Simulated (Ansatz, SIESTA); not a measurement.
Given: the input of a run of Ansatz 0.2.0 on CaF3. The cell comes from a database or a generator and needn't be the stable form of this composition.

The input input.yaml:

```yaml
crystal:
  lattice:
    - [-1.899407, 1.899407, 3.222683]
    - [1.899407, -1.899407, 3.222683]
    - [1.899407, 1.899407, -3.222683]
  atoms:
    - { symbol: Ca, position: [0.0, 0.0, 0.0] }
    - { symbol: F, position: [0.5, 0.5, 0.0] }
    - { symbol: F, position: [0.25, 0.75, 0.5] }
    - { symbol: F, position: [0.75, 0.25, 0.5] }
kpoints:
  mp_grid: { grid: [10, 10, 10] }
scf:
  occupations: { method: fermi_dirac, width: 0.05 }
hamiltonian:
  xc: pbesol
  pseudopotentials: { kind: all_electron, lapw: { basis_error: 0.001 } }
output:
  forces: true
  stress: true
  eigenvalues: true
  populations: true
```

Potentials or basis: all-electron LAPW, scalar-relativistic.

Launch:

```console
$ ansatz run input.yaml --threads 2 --pin off --max-ram 8192MiB --backend cpu --events-out ev --progress --plain --runs-dir out
```

Translate it to SIESTA 5.4.2. Potentials or basis there: files PseudoDojo sr-pbesol-0.4.1-standard, DZP (energy shift 0.003 Ry; two zetas on semicore shells; d shell added on Ca).

As run (cutoffs and basis follow the program's own potentials, and thresholds, step limits or extra output files can differ):

CaF3.fdf

```
SystemName                      CaF3
SystemLabel                     CaF3
NumberOfSpecies                 2
NumberOfAtoms                   4
%block ChemicalSpeciesLabel
  1  20 Ca
  2   9 F
%endblock ChemicalSpeciesLabel

LatticeConstant                 1.0 Ang
%block LatticeVectors
    -1.8994070000     1.8994070000     3.2226830000
     1.8994070000    -1.8994070000     3.2226830000
     1.8994070000     1.8994070000    -3.2226830000
%endblock LatticeVectors
AtomicCoordinatesFormat         Fractional
%block AtomicCoordinatesAndAtomicSpecies
     0.0000000000     0.0000000000     0.0000000000  1  Ca
     0.5000000000     0.5000000000     0.0000000000  2  F
     0.2500000000     0.7500000000     0.5000000000  2  F
     0.7500000000     0.2500000000     0.5000000000  2  F
%endblock AtomicCoordinatesAndAtomicSpecies

%block kgrid.MonkhorstPack
   10   0   0  0.0
    0  10   0  0.0
    0   0  10  0.0
%endblock kgrid.MonkhorstPack
XC.Functional                   GGA
XC.Authors                      PBEsol
PAO.BasisSize                   DZP
PAO.EnergyShift                 0.003 Ry
Mesh.Cutoff                     800 Ry
OccupationFunction              FD
ElectronicTemperature           0.05 eV
MaxSCFIterations                120
SCF.MustConverge                false
SCF.Mixer.Method                Pulay
SCF.Mixer.Weight                0.25
SCF.Mixer.History               8
SCF.DM.Tolerance                5.0e-05
SCF.H.Tolerance                 1.0e-03 eV
WriteForces                     true
Charge.Mulliken                 end
%block PAO.Basis
  Ca 5
  n=3 0 2
    3.547 0.000
  n=4 0 2
    9.500 0.000
  n=3 1 2
    4.089 0.000
  n=4 1 1
    9.500
  n=3 2 1
    7.000
%endblock PAO.Basis
```

Potentials or basis: PseudoDojo 0.4 standard (PBEsol files), converted to PSML, two zetas on semicore shells, DZP (energy shift 0.003 Ry; two zetas on semicore shells; d shell added on Ca).

The run is started by

```console
$ siesta CaF3.fdf > CaF3.out 2>&1
```

Both were run:

|  | Ansatz | SIESTA |
| --- | --- | --- |
| Pressure | -3.6 GPa | -4.2 GPa |

Where Ansatz's input types no cutoff or centring, it takes its own default and a Γ-centred mesh.

Pressure is positive in compression.
